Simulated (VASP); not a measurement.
# BN (Fmm2) in VASP: evGW0 quasiparticle levels with PBE

Aim: the evGW0 quasiparticle levels of BN with PBE.

All numbers are computed with VASP 6.6.1; they aren't measurements. Logs are shortened: lines on timing, memory, paths and dates and some standing lists are left out, and cuts for length are marked.

**1. Starting point**

It takes space group Fmm2 (No. 42, orthorhombic). Conventional cell: a = 2.503 Å, b = 6.991 Å, c = 4.332 Å, α = 90.00°, β = 90.00°, γ = 90.00°. N (site symmetry mm2) has 3 B at 1.44 Å as nearest neighbours. B (site symmetry mm2) is surrounded by 3 N at 1.44 Å.

Measurements of this composition are mostly on another form, of space group No. 194.

**2. EvGW0 quasiparticle levels, PBE**

POSCAR

```
BN
1.0
    0.0000000000      3.4953158300      2.1660912400
    1.2516321000      0.0000000000      2.1660912400
    1.2516321000      3.4953158300      0.0000000000
N B
1 1
Direct
    0.6666513400      0.6666513400      0.3333486600
    0.0000486500      0.0000486500      0.9999513500
```

INCAR.step1

```
  PREC = Accurate
  ENCUT = 450
  EDIFF = 1E-8
  ISMEAR = 0
  SIGMA = 0.01
  LREAL = F
  LASPH = T
  NELM = 100
  ALGO = Normal
  LWAVE = T
  LCHARG = F
  GGA = PE
```

INCAR.step2

```
  PREC = Accurate
  ENCUT = 450
  EDIFF = 1E-8
  ISMEAR = 0
  SIGMA = 0.01
  LREAL = F
  LASPH = T
  NELM = 1
  ALGO = Exact
  LWAVE = T
  LCHARG = F
  GGA = PE
  NBANDS = 60
  LOPTICS = T
  ISTART = 1
```

INCAR.step3

```
  PREC = Accurate
  ENCUT = 450
  EDIFF = 1E-8
  ISMEAR = 0
  SIGMA = 0.01
  LREAL = F
  LASPH = T
  ALGO = EVGW0
  LWAVE = F
  LCHARG = F
  GGA = PE
  NELMGW = 4
  NBANDS = 60
  ENCUTGW = 120
  NOMEGA = 50
  PRECFOCK = Fast
  ISTART = 1
  NBANDSGW = 12
```

KPOINTS

```
Automatic mesh
0
Gamma
  6 6 6
```

Potentials or basis: VASP PAW PBE potentials, release 64 (N_GW, B_GW).

On the command line:

```bash
$ cat potpaw_PBE.64/N_GW/POTCAR potpaw_PBE.64/B_GW/POTCAR > POTCAR
$ cp INCAR.step1 INCAR
$ mpirun -np 1 vasp_std > vasp.out
$ cp INCAR.step2 INCAR
$ mpirun -np 1 vasp_std > vasp.out
$ cp INCAR.step3 INCAR
$ mpirun -np 1 vasp_std > vasp.out
```

OUTCAR:

```text
PREC = Accurate
   ENCUT = 450
   EDIFF = 1E-8
   ISMEAR = 0
   LREAL = F
   LASPH = T
   GGA = PE
   NELMGW = 4
   ENCUTGW = 120
   PRECFOCK = Fast
   ISTART = 1

 ion  position               nearest neighbor table
   1  0.667  0.667  0.333-   2 1.44   2 1.44   2 1.44
   2  0.000  0.000  1.000-   1 1.44   1 1.44   1 1.44

  LATTYP: Found a face centered orthorhombic cell.
 ALAT       =     2.5032642000
 B/A-ratio  =     1.7306133647
 C/A-ratio  =     2.7926064137

  Lattice vectors:

 A1 = (   0.0000000000,   3.4953158300,   2.1660912400)
 A2 = (  -1.2516321000,   3.4953158300,   0.0000000000)
 A3 = (  -1.2516321000,   0.0000000000,   2.1660912400)

Analysis of symmetry for initial positions (statically):
=====================================================================
 Subroutine PRICEL returns:
 Original cell was already a primitive cell.

 Routine SETGRP: Setting up the symmetry group for a
 face centered orthorhombic supercell.

 Subroutine GETGRP returns: Found  4 space group operations
 (whereof  4 operations were pure point group operations)
 out of a pool of  8 trial point group operations.

The static configuration has the point symmetry C_2v.

Analysis of symmetry for dynamics (positions and initial velocities):
=====================================================================
 Subroutine PRICEL returns:
 Original cell was already a primitive cell.

 Routine SETGRP: Setting up the symmetry group for a
 face centered orthorhombic supercell.

 Subroutine GETGRP returns: Found  4 space group operations
 (whereof  4 operations were pure point group operations)
 out of a pool of  8 trial point group operations.

The dynamic configuration has the point symmetry C_2v.

 Subroutine INISYM returns: Found  4 space group operations
 (whereof  4 operations are pure point group operations),
 and found     1 'primitive' translations

----------------------------------------------------------------------------------------

                                     Primitive cell

  volume of cell :      18.9526

  direct lattice vectors                    reciprocal lattice vectors
     0.000000000  3.495315830  2.166091240    -0.399478409  0.143048590  0.230830535
     1.251632100  0.000000000  2.166091240     0.399478409 -0.143048590  0.230830535
     1.251632100  3.495315830  0.000000000     0.399478409  0.143048590 -0.230830535

  length of vectors
     4.112077822  2.501706252  3.712656147     0.483041027  0.483041027  0.483041027

  position of ions in fractional coordinates (direct lattice)
     0.666651340  0.666651340  0.333348660
     0.000048650  0.000048650  0.999951350

  ion indices of the primitive-cell ions
   primitive index   ion index
                 1           1
                 2           2

----------------------------------------------------------------------------------------

 KPOINTS: Automatic mesh

Automatic generation of k-mesh.
 Grid dimensions read from file:
 generate k-points for:    6    6    6

 Generating k-lattice:

  Cartesian coordinates                     Fractional coordinates (reciprocal lattice)
    -0.066579735  0.023841432  0.038471756     0.166666667  0.000000000  0.000000000
     0.066579735 -0.023841432  0.038471756     0.000000000  0.166666667  0.000000000
     0.066579735  0.023841432 -0.038471756     0.000000000  0.000000000  0.166666667

  Length of vectors
     0.080506838  0.080506838  0.080506838

  Shift w.r.t. Gamma in fractional coordinates (k-lattice)
     0.000000000  0.000000000  0.000000000

 Subroutine IBZKPT returns following result:
 ===========================================

 Found     46 irreducible k-points:

 Following reciprocal coordinates:
            Coordinates               Weight
  0.000000  0.000000  0.000000      1.000000
  0.166667  0.000000 -0.000000      8.000000
  0.333333  0.000000  0.000000      8.000000
  0.500000  0.000000  0.000000      4.000000
  0.166667  0.166667  0.000000      2.000000
  0.333333  0.166667  0.000000      8.000000
[... 16 lines left out ...]
 -0.166667  0.166667  0.166667      8.000000
  0.500000  0.333333  0.166667      4.000000
 [... further k-points ...]
   k-points           NKPTS =     46   k-points in BZ     NKDIM =    216   number of bands    NBANDS=     60
   number of dos      NEDOS =    301   number of ions     NIONS =      2
   total plane-waves  NPLWV =  14112
   dimension x,y,z NGX =    28 NGY =   18 NGZ =   28
   dimension x,y,z NGXF=    56 NGYF=   36 NGZF=   56
   ions per type =               1   1
   NGX,Y,Z   is equivalent  to a cutoff of  11.32, 11.96, 12.54 a.u.
   NGXF,Y,Z  is equivalent  to a cutoff of  22.64, 23.92, 25.08 a.u.
 SYSTEM =  unknown system
   PREC   = accura    normal or accurate (medium, high low for compatibility)
   ISTART =      1    job   : 0-new  1-cont  2-samecut
   ICHARG =      0    charge: 1-file 2-atom 10-const
   ISPIN  =      1    spin polarized calculation?
   LNONCOLLINEAR =      F non collinear calculations
   LSORBIT =      F    spin-orbit coupling
   LASPH  =      T    aspherical Exc in radial PAW
   ENCUT  =  450.0 eV  33.07 Ry    5.75 a.u.   7.11  4.33  6.42*2*pi/ulx,y,z
   NELM   =     60;   NELMIN=  2; NELMDL=  0     # of ELM steps
   EDIFF  = 0.1E-07   stopping-criterion for ELM
   LREAL  =      F    real-space projection
   EDIFFG = 0.1E-06   stopping-criterion for IOM
   NSW    =      0    number of steps for IOM
   IBRION =     -1    ionic relax: 0-MD 1-quasi-New 2-CG
   NFREE  =      0    steps in history (QN), initial steepest desc. (CG)
   ISIF   =      0    stress and relaxation
   ISYM   =      3    0-nonsym 1-usesym 2-fastsym
   POTIM  = 0.5000    time-step for ionic-motion
   TEBEG  =    0.0;   TEEND  =   0.0 temperature during run
   PSTRESS=    0.0 pullay stress
   NELECT =       8.0000    total number of electrons
   NUPDOWN=      -1.0000    fix difference up-down
   EMIN   =  10.00;   EMAX   =-10.00  energy-range for DOS
   EFERMI =   0.00;   METHOD = LEGACY
   ISMEAR =     0;   SIGMA  =   0.01  broadening in eV -4-tet -1-fermi 0-gaus
   EFERMI_NEDOS =   21; number of points for ismear=-14 and -15
   IALGO  =     38    algorithm
   IMIX   =      4    mixing-type and parameters
     AMIX     =   0.40;   BMIX     =  1.00
     AMIX_MAG =   1.60;   BMIX_MAG =  1.00
  volume/ion in A,a.u.               =       9.48        63.95
  Fermi-wavevector in a.u.,A,eV,Ry     =   1.228047  2.320672 20.518928  1.508099
  Thomas-Fermi vector in A             =   2.362987
   LORBIT       =      0    0 simple, 1 ext, 2 COOP (PROOUT), +10 PAW based schemes
   GGA     = PE    functional components
   LHFCALC =     T    Hartree Fock is set to
   PRECFOCK=fast      Normal, Fast or Accurate (Low or Medium for compatibility)
   ENCUT4O =  -1.0   cutoff for four orbital integrals eV
   NKREDX  =     1    reduce k-point grid by
   NKREDY  =     1    reduce k-point grid by
   NKREDZ  =     1    reduce k-point grid by
   AEXX    =    1.0000 exact exchange contribution
   HFSCREEN=    0.0000 screening length (either q_TF or 0.3 A-1)
   HFSCREENC=   0.0000 screening length for correlation (either q_TF or 0.3 A-1)
   ENCUTFOCK=  -1.0 apply spherical cutoff to Coloumb kernel
   IVDW    =     0    specifies the selected vdW correction
   LEPSILON=     F    determine dielectric tensor
   LRPA    =     F    only Hartree local field effects (RPA)
   LRPAFORCE           =     F    calculate RPA forces
   ENCUTGW             = 120.0    cutoff for response function in eV
   ENCUTGWSOFT         =  96.0    soft cutoff for Coulomb kernel in GW response function in eV
   ENCUTLF             =  -1.0    cutoff for local field effects
   NELMGW              =     4    number of iterations in solving QP/BSE equation
   NELMHF              =     1    number of iterations in the inner HF iteration
   NKREDLFX            =     1    NKREDLFY  =   1   NKREDLFZ  =   1
 non-spin polarized calculation
 Gauss-broadening in eV      SIGMA  =   0.01
  energy-cutoff  :      450.00
  volume of cell :       18.95
 maximum number of plane-waves:       431
  NGX = 18; NGY = 10; NGZ = 16
   NGX = 15   NGY =  9   NGZ = 13
 maximum number of plane-waves:        62
 NGX is ok and might be reduce to    18

 QP shifts <psi_nk| G(iteration)W_0 |psi_nk>: iteration 1
 for sc-GW calculations column KS-energies equals QP-energies in previous step
 and V_xc(KS)=  KS-energies - (<T + V_ion + V_H > + <T+V_H+V_ion>^1  + <V_x>^1)

 k-point   1 :       0.0000    0.0000    0.0000
  band No.  KS-energies  QP-energies   sigma(KS)   V_xc(KS)     V^pw_x(r,r')   Z            occupation Imag(sigma)

      1     -15.8569     -17.6877     -18.4928     -15.9915     -26.6569       0.7319       2.0000       1.2934
      2      -2.4619      -3.6331     -15.7637     -14.1869     -19.3695       0.7428       2.0000       0.2057
      3       0.5941      -0.3734     -19.3935     -18.1811     -22.6263       0.7979       2.0000       0.0973
      4       0.6017      -0.3738     -19.4170     -18.1967     -22.6478       0.7994       2.0000       0.0974
      5       6.8796       7.1333      -7.6933      -7.9945      -3.9824       0.8424       0.0000      -0.0893
      6      13.5360      15.3771     -11.9905     -14.2642      -7.2201       0.8097       0.0000      -0.1177
      7      13.5958      15.4477     -12.0439     -14.3359      -7.2565       0.8080       0.0000      -0.1177
      8      15.0021      16.5238     -13.0473     -15.0958      -6.2770       0.7428       0.0000      -0.6701
      9      16.4450      17.7695     -12.2260     -13.9350      -6.5823       0.7750       0.0000      -0.2295
     10      27.6226      28.4832      -8.9263     -10.0112      -2.5866       0.7932       0.0000      -0.9699
     11      28.7939      29.6647      -8.3592      -9.4544      -1.9862       0.7952       0.0000      -0.9243
     12      30.4619      31.5566      -8.7151     -10.0308      -3.2064       0.8321       0.0000      -0.9654

 k-point   2 :       0.1667    0.0000   -0.0000
  band No.  KS-energies  QP-energies   sigma(KS)   V_xc(KS)     V^pw_x(r,r')   Z            occupation Imag(sigma)
[... 1517 lines left out ...]
      1     -16.1026     -16.1196     -18.9324       2.8073     -26.6716       0.7566       2.0000       1.2272
      2      -6.7366      -6.7485     -17.9332      11.1806     -22.5525       0.7465       2.0000       0.2608
      3      -3.0585      -3.0668     -18.7834      15.7144     -22.5266       0.7847       2.0000       0.1264
      4      -1.6330      -1.6389     -15.8174      14.1768     -18.7601       0.7724       2.0000       0.1376
      5      10.4812      10.4848     -11.0739      21.5597      -6.5290       0.7908       0.0000      -0.1466
      6      12.1888      12.1927      -9.8398      22.0334      -5.1232       0.8049       0.0000      -0.1538
      7      14.7411      14.7452     -10.2368      24.9828      -5.4613       0.8155       0.0000      -0.1714
      8      19.8627      19.8683      -9.9942      29.8640      -4.4950       0.7929       0.0000      -0.4172
      9      23.0526      23.0585     -13.2215      36.2815      -6.6040       0.7919       0.0000      -0.6065
     10      23.8963      23.9005      -9.5182      33.4196      -3.4885       0.8159       0.0000      -0.6735
     11      26.2871      26.2894      -8.2501      34.5400      -3.1029       0.8386       0.0000      -0.6231
     12      27.0058      27.0097      -9.2313      36.2418      -3.2099       0.8223       0.0000      -0.7865

 [... further k-points ...]
```

It took 26 min on 1 thread of Intel Xeon Platinum 8488C (Sapphire Rapids), shared host; peak memory 0.32 GiB.

What came out:

```
Band gap on the k mesh, mean-field level : 3.85 eV, indirect (least direct gap 4.56 eV)
Quasiparticle gap                        : 5.62 eV
Least direct quasiparticle gap           : 6.57 eV
```

Quasiparticle gap after each update of the energies (eV): 5.34, 5.57, 5.61, 5.62

Caveat: the k mesh is coarse (spacing up to 0.51 Å⁻¹), so the values aren't converged; bands, screening cutoff and mesh are small and nothing is extrapolated, so the quasiparticle values aren't converged.
